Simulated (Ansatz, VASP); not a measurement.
Si3N4 in VASP and in Ansatz

```
Si N
1.0
     0.00000    3.89462    3.89462
     3.89462    0.00000    3.89462
     3.89462    3.89462    0.00000
Si N
6 8
Cartesian
  2.9210 2.9210 0.9737
  2.9210 0.9737 2.9210
  0.9737 2.9210 2.9210
  0.9737 0.9737 0.9737
  5.8419 5.8419 5.8419
  3.8946 3.8946 3.8946
  2.8629 2.8629 2.8629
  6.8737 4.8102 4.8102
  4.8102 4.8102 6.8737
  4.8102 6.8737 4.8102
  4.9264 4.9264 2.8629
  4.9264 2.8629 4.9264
  6.8737 6.8737 6.8737
  2.8629 4.9264 4.9264
```

Alike in both runs: functional PBE; k mesh 6 × 6 × 6; occupations gaussian, width 0.02 eV; no spin polarisation.

Ansatz relaxed the structure, and its values are those at the end. VASP's run is a single point on that final structure, the one shown.

|  | VASP | Ansatz |
| --- | --- | --- |
| version | VASP 6.6.1 | Ansatz 0.2.0 |
| potentials or method | VASP PAW PBE potentials, release 64 (Si, N) | scalar-relativistic, plane waves, PAW |
| plane-wave cutoff (eV) | 520 | 420 |
| valence electrons in the cell | 64 | 64 |

```csv
,VASP,Ansatz,Ansatz less VASP
gap on the k mesh at the Fermi level (eV),3.33,3.34,+0.011
least direct gap on the mesh (eV),3.37,3.38,+0.011
pressure (GPa),-0.2,0.0,+0.19
rms of the force components (eV/Å),0.003,0.000,-0.0030
```

A k mesh can miss the band edges. PBE gaps usually lie below the measured ones, often by a third to a half.
